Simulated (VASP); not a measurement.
Calculation: LDA (Ceperley-Alder, Perdew-Zunger), VASP's LDA PAW potentials (set 64) (plane waves; VASP).

The input files of a VASP run:

**POSCAR**
```
CsBr
1
    4.1884763208     0.0000000000     0.0000000000
    0.0000000000     4.1884763208     0.0000000000
    0.0000000000     0.0000000000     4.1884763208
Cs Br
1 1
Direct
  0.0000000000   0.0000000000   0.0000000000
  0.5000000000   0.5000000000   0.5000000000
```

**KPOINTS**
```
Automatic mesh
0
Gamma
7 7 7
0 0 0
```

**INCAR**
```
SYSTEM = CsBr
PREC = Accurate
ENCUT = 520
EDIFF = 1E-7
NELM = 100
ALGO = Normal
LREAL = .FALSE.
LASPH = .TRUE.
ISMEAR = 0
SIGMA = 0.05
LMAXMIX = 4
LWAVE = .FALSE.
LCHARG = .FALSE.
ISIF = 2
```

POTCAR, in this order: Cs_sv Br (LDA.64 set). Program: vasp_std.

Output of the run:

OSZICAR:
```
       N       E                     dE             d eps       ncg     rms          rms(c)
DAV:   1     0.883215228282E+02    0.88322E+02   -0.67035E+03   480   0.113E+03
DAV:   2    -0.118338592482E+01   -0.89505E+02   -0.84711E+02   740   0.179E+02
DAV:   3    -0.698300328917E+01   -0.57996E+01   -0.57816E+01   604   0.522E+01
DAV:   4    -0.703493540161E+01   -0.51932E-01   -0.51916E-01   540   0.584E+00
DAV:   5    -0.703539386347E+01   -0.45846E-03   -0.45842E-03   616   0.536E-01    0.175E+00
DAV:   6    -0.683048940347E+01    0.20490E+00   -0.31013E-01   516   0.296E+00    0.106E+00
DAV:   7    -0.679229709393E+01    0.38192E-01   -0.13265E-01   584   0.193E+00    0.500E-01
DAV:   8    -0.678970530941E+01    0.25918E-02   -0.69734E-03   576   0.571E-01    0.872E-02
DAV:   9    -0.678947601044E+01    0.22930E-03   -0.82094E-04   608   0.186E-01    0.617E-02
DAV:  10    -0.678949125698E+01   -0.15247E-04   -0.52087E-05   564   0.537E-02    0.157E-02
DAV:  11    -0.678949270788E+01   -0.14509E-05   -0.10302E-05   584   0.201E-02    0.282E-03
DAV:  12    -0.678949253725E+01    0.17062E-06   -0.13371E-06   568   0.750E-03    0.671E-04
DAV:  13    -0.678949255304E+01   -0.15787E-07   -0.60621E-08   384   0.175E-03
   1 F= -.67894926E+01 E0= -.67894926E+01  d E =-.156526E-10
```

**OUTCAR**
```
------------------------ aborting loop because EDIFF is reached ----------------------------------------
  FORCE on cell =-STRESS in cart. coord.  units (eV):
  Direction    XX          YY          ZZ          XY          YZ          ZX
  --------------------------------------------------------------------------------------
  Total       -0.2670836     -0.2670836     -0.2670836     -0.0000000     -0.0000000      0.0000000
  in kB       -5.8235743     -5.8235743     -5.8235743     -0.0000000     -0.0000000      0.0000000
  external PRESSURE =      -5.8235743 kB  Pullay stress =       0.0000000 kB
  volume of cell :       73.48
      direct lattice vectors                 reciprocal lattice vectors
     4.188476321  0.000000000  0.000000000     0.238750305  0.000000000  0.000000000
     0.000000000  4.188476321  0.000000000     0.000000000  0.238750305  0.000000000
     0.000000000  0.000000000  4.188476321     0.000000000  0.000000000  0.238750305
 POSITION                                       TOTAL-FORCE (eV/Angst)
 -----------------------------------------------------------------------------------
      0.00000      0.00000      0.00000         0.000000      0.000000      0.000000
      2.09424      2.09424      2.09424         0.000000      0.000000      0.000000
 -----------------------------------------------------------------------------------
    total drift:                                0.000000      0.000000     -0.000000
  FREE ENERGIE OF THE ION-ELECTRON SYSTEM (eV)
  ---------------------------------------------------
  free  energy   TOTEN  =        -6.7894925530 eV

  energy  without entropy=       -6.7894925530  energy(sigma->0) =       -6.78949255
```
(Selected blocks of OUTCAR.)

OUTCAR:
```
 val. band max:       -0.0094568895   @ k =   0.0000   0.0000   0.0000

 cond. band min:       4.4013879241   @ k =   0.0000   0.0000   0.0000


 Fermi energy:         0.1940953908

 k-point     1 :       0.0000    0.0000    0.0000
  band No.  band energies     occupation
      1     -19.6726      2.00000
      2     -12.5137      2.00000
      3      -6.2290      2.00000
      4      -6.2290      2.00000
      5      -6.2290      2.00000
      6      -0.0095      2.00000
      7      -0.0095      2.00000
      8      -0.0095      2.00000
      9       4.4014      0.00000
     10       4.5552      0.00000
     11       4.5552      0.00000
     12       9.2262      0.00000

 k-point     2 :       0.1429    0.0000    0.0000
  band No.  band energies     occupation
      1     -19.6585      2.00000
      2     -12.5204      2.00000
      3      -6.3274      2.00000
      4      -6.2022      2.00000
      5      -6.2022      2.00000
      6      -0.3958      2.00000
      7      -0.0628      2.00000
      8      -0.0628      2.00000
      9       4.6970      0.00000
     10       4.9562      0.00000
     11       5.0781      0.00000
     12       9.0918      0.00000

 k-point     3 :       0.2857    0.0000    0.0000
  band No.  band energies     occupation
      1     -19.6263      2.00000
      2     -12.5376      2.00000
      3      -6.5255      2.00000
      4      -6.1403      2.00000
      5      -6.1403      2.00000
      6      -1.0770      2.00000
      7      -0.1865      2.00000
      8      -0.1865      2.00000
      9       5.0931      0.00000
     10       6.1661      0.00000
     11       6.3468      0.00000
     12       8.9498      0.00000

 k-point     4 :       0.4286    0.0000    0.0000
  band No.  band energies     occupation
      1     -19.6001      2.00000
      2     -12.5537      2.00000
      3      -6.6640      2.00000
      4      -6.0888      2.00000
      5      -6.0888      2.00000
      6      -1.5218      2.00000
...
```

Unless said otherwise, spin-orbit coupling is left out, though it shifts the bands of the heavy elements here.

The compound is CsBr in the CsCl type structure. This cell is one point of a volume scan, at 1.03 of the reference volume.
